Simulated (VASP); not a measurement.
# Ge (Fd-3m) in VASP: further runs

Runs on Ge. Level: PBE. Tasks: relaxation of cell and atoms.

Program: VASP 6.6.1. These are calculated values, not measurements. Logs are shortened: lines on timing, memory, paths and dates and some standing lists are left out, and cuts for length are marked.

**1. Starting point**

Symmetry: Fd-3m, No. 227, cubic system. Conventional cell: a = 5.658 Å, b = 5.658 Å, c = 5.658 Å, α = 90.00°, β = 90.00°, γ = 90.00°. Ge (site symmetry -43m) is surrounded by 4 Ge at 2.45 Å.

**2. Relaxation of cell and atoms, PBE**

Input file INCAR:

```
SYSTEM = Ge
  PREC = Accurate
  ENCUT = 520
  EDIFF = 1E-7
  ISMEAR = 0
  SIGMA = 0.02
  LREAL = .FALSE.
  LASPH = .TRUE.
  NELM = 60
  ALGO = Normal
  ISIF = 3
  LWAVE = .FALSE.
  LCHARG = .FALSE.
  GGA = PE
  IBRION = 2
  NSW = 80
  EDIFFG = -0.002
```

Input file KPOINTS:

```
Automatic mesh
0
G
  4 4 4
  0 0 0
```

Input file POSCAR:

```
Ge
1.0
    0.0000000000      2.8289100000      2.8289100000
    2.8289100000      0.0000000000      2.8289100000
    2.8289100000      2.8289100000      0.0000000000
Ge
2
Direct
    0.0000000000      0.0000000000      0.0000000000
    0.2500000000      0.2500000000      0.2500000000
```

Potentials or basis: VASP PAW PBE potentials, release 64 (Ge_d).

The run is started by

```console
$ cat potpaw_PBE.64/Ge_d/POTCAR > POTCAR
$ mpirun -np 1 vasp_std > vasp.out
```

OUTCAR:

```text
SYSTEM = Ge
   PREC = Accurate
   ENCUT = 520
   EDIFF = 1E-7
   ISMEAR = 0
   LREAL = .FALSE.
   LASPH = .TRUE.
   NELM = 60
   ISIF = 3
   GGA = PE
   IBRION = 2
   NSW = 80
   EDIFFG = -0.002

 ion  position               nearest neighbor table
   1  0.000  0.000  0.000-   2 2.45   2 2.45   2 2.45   2 2.45
   2  0.250  0.250  0.250-   1 2.45   1 2.45   1 2.45   1 2.45

  LATTYP: Found a face centered cubic cell.
 ALAT       =     5.6578200000

  Lattice vectors:

 A1 = (   0.0000000000,   2.8289100000,   2.8289100000)
 A2 = (   2.8289100000,   0.0000000000,   2.8289100000)
 A3 = (   2.8289100000,   2.8289100000,   0.0000000000)

Analysis of symmetry for initial positions (statically):
=====================================================================
 Subroutine PRICEL returns:
 Original cell was already a primitive cell.

 Routine SETGRP: Setting up the symmetry group for a
 face centered cubic supercell.

 Subroutine GETGRP returns: Found 48 space group operations
 (whereof 24 operations were pure point group operations)
 out of a pool of 48 trial point group operations.

The static configuration has the point symmetry T_d .
 The point group associated with its full space group is O_h .

Analysis of symmetry for dynamics (positions and initial velocities):
=====================================================================
 Subroutine PRICEL returns:
 Original cell was already a primitive cell.

 Routine SETGRP: Setting up the symmetry group for a
 face centered cubic supercell.

 Subroutine GETGRP returns: Found 48 space group operations
 (whereof 24 operations were pure point group operations)
 out of a pool of 48 trial point group operations.

The dynamic configuration has the point symmetry T_d .
 The point group associated with its full space group is O_h .

 Subroutine INISYM returns: Found 48 space group operations
 (whereof 24 operations are pure point group operations),
 and found     1 'primitive' translations

----------------------------------------------------------------------------------------

                                     Primitive cell

  volume of cell :      45.2780

  direct lattice vectors                    reciprocal lattice vectors
     0.000000000  2.828910000  2.828910000    -0.176746521  0.176746521  0.176746521
     2.828910000  0.000000000  2.828910000     0.176746521 -0.176746521  0.176746521
     2.828910000  2.828910000  0.000000000     0.176746521  0.176746521 -0.176746521

  length of vectors
     4.000682889  4.000682889  4.000682889     0.306133954  0.306133954  0.306133954

  position of ions in fractional coordinates (direct lattice)
     0.000000000  0.000000000  0.000000000
     0.250000000  0.250000000  0.250000000

  ion indices of the primitive-cell ions
   primitive index   ion index
                 1           1
                 2           2

----------------------------------------------------------------------------------------

 KPOINTS: Automatic mesh

Automatic generation of k-mesh.
 Grid dimensions read from file:
 generate k-points for:    4    4    4

 Generating k-lattice:

  Cartesian coordinates                     Fractional coordinates (reciprocal lattice)
    -0.044186630  0.044186630  0.044186630     0.250000000  0.000000000  0.000000000
     0.044186630 -0.044186630  0.044186630     0.000000000  0.250000000  0.000000000
     0.044186630  0.044186630 -0.044186630     0.000000000  0.000000000  0.250000000

  Length of vectors
     0.076533488  0.076533488  0.076533488

  Shift w.r.t. Gamma in fractional coordinates (k-lattice)
     0.000000000  0.000000000  0.000000000

 Subroutine IBZKPT returns following result:
 ===========================================

 Found      8 irreducible k-points:

 Following reciprocal coordinates:
            Coordinates               Weight
  0.000000  0.000000  0.000000      1.000000
  0.250000  0.000000  0.000000      8.000000
  0.500000  0.000000  0.000000      4.000000
  0.250000  0.250000  0.000000      6.000000
  0.500000  0.250000  0.000000     24.000000
 -0.250000  0.250000  0.000000     12.000000
  0.500000  0.500000  0.000000      3.000000
 -0.250000  0.500000  0.250000      6.000000
   k-points           NKPTS =      8   k-points in BZ     NKDIM =      8   number of bands    NBANDS=     18
   number of dos      NEDOS =    301   number of ions     NIONS =      2
   total plane-waves  NPLWV =  27000
   dimension x,y,z NGX =    30 NGY =   30 NGZ =   30
   dimension x,y,z NGXF=    60 NGYF=   60 NGZF=   60
   ions per type =               2
   NGX,Y,Z   is equivalent  to a cutoff of  12.47, 12.47, 12.47 a.u.
   NGXF,Y,Z  is equivalent  to a cutoff of  24.93, 24.93, 24.93 a.u.
 SYSTEM =  Ge
   PREC   = accura    normal or accurate (medium, high low for compatibility)
   ISTART =      0    job   : 0-new  1-cont  2-samecut
   ICHARG =      2    charge: 1-file 2-atom 10-const
   ISPIN  =      1    spin polarized calculation?
   LNONCOLLINEAR =      F non collinear calculations
   LSORBIT =      F    spin-orbit coupling
   LASPH  =      T    aspherical Exc in radial PAW
   ENCUT  =  520.0 eV  38.22 Ry    6.18 a.u.   7.44  7.44  7.44*2*pi/ulx,y,z
   NELM   =     60;   NELMIN=  2; NELMDL= -5     # of ELM steps
   EDIFF  = 0.1E-06   stopping-criterion for ELM
   LREAL  =      F    real-space projection
   EDIFFG = -.2E-02   stopping-criterion for IOM
   NSW    =     80    number of steps for IOM
   IBRION =      2    ionic relax: 0-MD 1-quasi-New 2-CG
   NFREE  =      1    steps in history (QN), initial steepest desc. (CG)
   ISIF   =      3    stress and relaxation
   ISYM   =      2    0-nonsym 1-usesym 2-fastsym
   POTIM  = 0.5000    time-step for ionic-motion
   TEBEG  =    0.0;   TEEND  =   0.0 temperature during run
   PSTRESS=    0.0 pullay stress
   NELECT =      28.0000    total number of electrons
   NUPDOWN=      -1.0000    fix difference up-down
   EMIN   =  10.00;   EMAX   =-10.00  energy-range for DOS
   EFERMI =   0.00;   METHOD = LEGACY
   ISMEAR =     0;   SIGMA  =   0.02  broadening in eV -4-tet -1-fermi 0-gaus
   EFERMI_NEDOS =   21; number of points for ismear=-14 and -15
   IALGO  =     38    algorithm
   IMIX   =      4    mixing-type and parameters
     AMIX     =   0.40;   BMIX     =  1.00
     AMIX_MAG =   1.60;   BMIX_MAG =  1.00
  volume/ion in A,a.u.               =      22.64       152.78
  Fermi-wavevector in a.u.,A,eV,Ry     =   1.394756  2.635708 26.468033  1.945346
  Thomas-Fermi vector in A             =   2.518275
   LORBIT       =      0    0 simple, 1 ext, 2 COOP (PROOUT), +10 PAW based schemes
   GGA     = PE    functional components
   LHFCALC =     F    Hartree Fock is set to
   AEXX    =    0.0000 exact exchange contribution
   IVDW    =     0    specifies the selected vdW correction
   LEPSILON=     F    determine dielectric tensor
   LRPA    =     F    only Hartree local field effects (RPA)
 conjugate gradient relaxation of ions
 non-spin polarized calculation
 Gauss-broadening in eV      SIGMA  =   0.02
  energy-cutoff  :      520.00
  volume of cell :       45.28
 maximum number of plane-waves:      1243
 NGX is ok and might be reduce to    30
   NGX = 15   NGY = 15   NGZ = 15

--------------------------------------- Ionic step        1  -------------------------------------------

 number of electron      28.0000022 magnetization

 Free energy of the ion-electron system (eV)
  ---------------------------------------------------
  ext. energy  EPLUGINS =         0.00000000
  ---------------------------------------------------
  free energy    TOTEN  =        -8.74877211 eV

  energy without entropy =       -8.74855109  energy(sigma->0) =       -8.74866160

 E-fermi :   5.0606     XC(G=0):  -9.8890

 val. band max:        5.0365801691   @ k =   0.0000   0.0000   0.0000
 cond. band min:       5.0762087623   @ k =   0.0000   0.0000   0.0000
 fundamental gap:      0.0396285932
 Fermi energy:         5.0605775340

 k-point     1 :       0.0000    0.0000    0.0000
  band No.  band energies     occupation
      1     -19.7675      2.00000
      2     -19.7675      2.00000
      3     -19.7675      2.00000
      4     -19.7323      2.00000
      5     -19.7323      2.00000
      6     -19.5212      2.00000
[... 10 lines left out ...]
     17       7.5737      0.00000
     18       7.5737      0.00000

 k-point     2 :       0.2500    0.0000    0.0000
  band No.  band energies     occupation
      1     -19.7858      2.00000
      2     -19.7858      2.00000
      3     -19.7589      2.00000
      4     -19.7036      2.00000
      5     -19.7036      2.00000
      6     -19.5470      2.00000
[... 10 lines left out ...]
     17       8.6565      0.00000
     18      10.6785      0.00000

 k-point     3 :       0.5000    0.0000    0.0000
  band No.  band energies     occupation
      1     -19.7920      2.00000
      2     -19.7920      2.00000
      3     -19.7500      2.00000
      4     -19.6903      2.00000
      5     -19.6903      2.00000
      6     -19.5558      2.00000
[... 228 lines left out ...]
  FORCE on cell =-STRESS in cart. coord.  units (eV):
  Direction    XX          YY          ZZ          XY          YZ          ZX
  --------------------------------------------------------------------------------------
  -------------------------------------------------------------------------------------
  Total        0.0046045      0.0046045      0.0046045     -0.0000000      0.0000000      0.0000000
  in kB        0.1512386      0.1512386      0.1512386     -0.0000000      0.0000000      0.0000000
  external PRESSURE =       0.1512386 kB  Pullay stress =       0.0000000 kB

 VOLUME and BASIS-vectors are now :
 -----------------------------------------------------------------------------
  energy-cutoff  :      520.00
  volume of cell :       48.78
      direct lattice vectors                 reciprocal lattice vectors
    -0.000000000  2.900023113  2.900023113    -0.172412419  0.172412419  0.172412419
     2.900023113  0.000000000  2.900023113     0.172412419 -0.172412419  0.172412419
     2.900023113  2.900023113 -0.000000000     0.172412419  0.172412419 -0.172412419

 POSITION                                       TOTAL-FORCE (eV/Angst)
 -----------------------------------------------------------------------------------
      5.80005      2.90002      2.90002         0.000000      0.000000      0.000000
      1.45001      1.45001      1.45001        -0.000000     -0.000000     -0.000000
 -----------------------------------------------------------------------------------
    total drift:                                0.000000      0.000000      0.000000

  FREE ENERGIE OF THE ION-ELECTRON SYSTEM (eV)
  ---------------------------------------------------
  free  energy   TOTEN  =        -8.7903812938 eV

  energy  without entropy=       -8.7896442431  energy(sigma->0) =       -8.79001277

--------------------------------------- Ionic step        5  -------------------------------------------

 number of electron      27.9999969 magnetization

 Free energy of the ion-electron system (eV)
  ---------------------------------------------------
  ext. energy  EPLUGINS =         0.00000000
  ---------------------------------------------------
  free energy    TOTEN  =        -8.79038132 eV

  energy without entropy =       -8.78964436  energy(sigma->0) =       -8.79001284

 E-fermi :   4.2924     XC(G=0):  -9.5507

 val. band max:        3.7042043060   @ k =   0.0000   0.0000   0.0000
 cond. band min:       4.2926355795   @ k =   0.5000   0.0000   0.0000
 fundamental gap:      0.5884312735
 Fermi energy:         4.2923997237

 k-point     1 :       0.0000    0.0000    0.0000
  band No.  band energies     occupation
      1     -20.3732      2.00000
      2     -20.3732      2.00000
      3     -20.3732      2.00000
      4     -20.3429      2.00000
      5     -20.3429      2.00000
      6     -20.1689      2.00000
[... 10 lines left out ...]
     17       6.8327      0.00000
     18       6.8327      0.00000

 k-point     2 :       0.2500    0.0000    0.0000
  band No.  band energies     occupation
      1     -20.3881      2.00000
      2     -20.3881      2.00000
      3     -20.3658      2.00000
      4     -20.3196      2.00000
      5     -20.3196      2.00000
      6     -20.1919      2.00000
[... 10 lines left out ...]
     17       7.8504      0.00000
     18       9.5498      0.00000

 k-point     3 :       0.5000    0.0000    0.0000
  band No.  band energies     occupation
      1     -20.3936      2.00000
      2     -20.3936      2.00000
      3     -20.3581      2.00000
      4     -20.3083      2.00000
      5     -20.3083      2.00000
      6     -20.1999      2.00000
[... 120 lines left out ...]
  FORCE on cell =-STRESS in cart. coord.  units (eV):
  Direction    XX          YY          ZZ          XY          YZ          ZX
  --------------------------------------------------------------------------------------
  -------------------------------------------------------------------------------------
  Total        0.0028554      0.0028554      0.0028554      0.0000000      0.0000000     -0.0000000
  in kB        0.0937871      0.0937871      0.0937871      0.0000000      0.0000000     -0.0000000
  external PRESSURE =       0.0937871 kB  Pullay stress =       0.0000000 kB

 VOLUME and BASIS-vectors are now :
 -----------------------------------------------------------------------------
  energy-cutoff  :      520.00
  volume of cell :       48.78
      direct lattice vectors                 reciprocal lattice vectors
    -0.000000000  2.900028806  2.900028806    -0.172412081  0.172412081  0.172412081
     2.900028806  0.000000000  2.900028806     0.172412081 -0.172412081  0.172412081
     2.900028806  2.900028806 -0.000000000     0.172412081  0.172412081 -0.172412081

 POSITION                                       TOTAL-FORCE (eV/Angst)
 -----------------------------------------------------------------------------------
     -0.00000      0.00000      0.00000         0.000000      0.000000      0.000000
      1.45001      1.45001      1.45001        -0.000000     -0.000000     -0.000000
 -----------------------------------------------------------------------------------
    total drift:                                0.000000     -0.000000      0.000000

  FREE ENERGIE OF THE ION-ELECTRON SYSTEM (eV)
  ---------------------------------------------------
  free  energy   TOTEN  =        -8.7903813181 eV

  energy  without entropy=       -8.7896443589  energy(sigma->0) =       -8.79001284

 reached required accuracy - stopping structural energy minimisation
```

Wall time 19 s (1 thread of AMD EPYC 7R13 (Zen 3), shared host); peak memory 0.13 GiB.

Results:

* Free energy: -8.7904 eV
* Relaxed volume: 24.39 Å³/atom
* Relaxed cell: a = 4.101 Å, b = 4.101 Å, c = 4.101 Å, α = 60.00°, β = 60.00°, γ = 60.00°
* Space group after relaxing (to 0.05 Å): Fd-3m (No. 227)
* Energy gained by relaxing: 20.8 meV/atom
* Ionic steps: 5
* Pressure after relaxing: 0.0 GPa
* Band gap on the k mesh: none (metal or under the smearing width)

The path:
| step | energy change (eV) | largest force (eV/Å) | pressure (GPa) | volume (Å³) |
| --- | --- | --- | --- | --- |
| 1 | 0.0000 | 0.0000 | 3.71 | 45.28 |
| 2 | -0.0416 | 0.0000 | -0.02 | 48.80 |
| 3 | -0.0416 | 0.0000 | 0.03 | 48.78 |
| 4 | -0.0416 | 0.0000 | 0.02 | 48.78 |
| 5 | -0.0416 | 0.0000 | 0.01 | 48.78 |

Final structure:
```
CELL_PARAMETERS angstrom
0.00000 2.90003 2.90003
2.90003 0.00000 2.90003
2.90003 2.90003 0.00000
ATOMIC_POSITIONS crystal
Ge 0.00000 0.00000 0.00000
Ge 0.25000 0.25000 0.25000
```

Levels at points of the mesh, in eV from the Fermi level:
```
           k point  band 12  band 13  band 14  band 15  band 16  band 17
(0.00, 0.00, 0.00)    -0.59     0.03     0.03     0.03     2.54     2.54
(0.50, 0.00, 0.00)    -7.25    -1.26    -1.26     0.00     3.72     3.72
(0.50, 0.50, 0.00)    -8.59    -2.79    -2.79     0.87     0.87     8.94
```

Caveat: the k mesh is coarse (spacing up to 0.48 Å⁻¹), so the values aren't converged; this crystal is a semiconductor, whose small gap the functional closes, so the metal is an error of the method. Zero-point motion and thermal expansion aren't in these numbers.

**3. Relaxation of cell and atoms, PBE**

This run uses another cell than the first one, of 24.39 Å³/atom, 1.077 times its volume.

INCAR is that of step 2.

KPOINTS is that of step 2.

Input file POSCAR:

```
Ge                                      
1.0
   -0.0000000000      2.9000288059      2.9000288059
    2.9000288059      0.0000000000      2.9000288059
    2.9000288059      2.9000288059     -0.0000000000
  Ge            
     2
Direct
     0.0000000000000000    0.0000000000000000    0.0000000000000000
     0.2500000000000000    0.2500000000000000    0.2500000000000000
```

Potentials or basis: VASP PAW PBE potentials, release 64 (Ge_d).

The run is started by

```console
$ cat potpaw_PBE.64/Ge_d/POTCAR > POTCAR
$ mpirun -np 1 vasp_std > vasp.out
```

Run time: 17 s. Hardware: 1 thread of AMD EPYC 7R13 (Zen 3), shared host; peak memory 0.14 GiB.

Results (log left out):

* Free energy: -8.7922 eV
* Relaxed volume: 24.43 Å³/atom
* Relaxed cell: a = 4.104 Å, b = 4.104 Å, c = 4.104 Å, α = 60.00°, β = 60.00°, γ = 60.00°
* Space group after relaxing (to 0.05 Å): Fd-3m (No. 227)
* Energy gained by relaxing: 0.0 meV/atom
* Ionic steps: 2
* Pressure after relaxing: 0.0 GPa
* Band gap on the k mesh: none (metal or under the smearing width)

Final structure:
```
Ge
1.0
     0.00000    2.90161    2.90161
     2.90161    0.00000    2.90161
     2.90161    2.90161    0.00000
Ge
2
Direct
  0.00000 0.00000 0.00000
  0.25000 0.25000 0.25000
```

Levels at points of the mesh, in eV from the Fermi level:
```tsv
k point	band 10	band 11	band 12	band 13	band 14	band 15	band 16	band 17	band 18
(0.00, 0.00, 0.00)	-24.45	-12.18	-0.60	0.04	0.04	0.04	2.54	2.54	2.54
(0.50, 0.00, 0.00)	-24.42	-10.27	-7.24	-1.26	-1.26	0.00	3.73	3.73	7.12
(0.50, 0.50, 0.00)	-24.41	-8.58	-8.58	-2.79	-2.79	0.87	0.87	8.93	8.93
```

Caveat: the k mesh is coarse (spacing up to 0.47 Å⁻¹), so the values aren't converged; this crystal is a semiconductor, whose small gap the functional closes, so the metal is an error of the method.
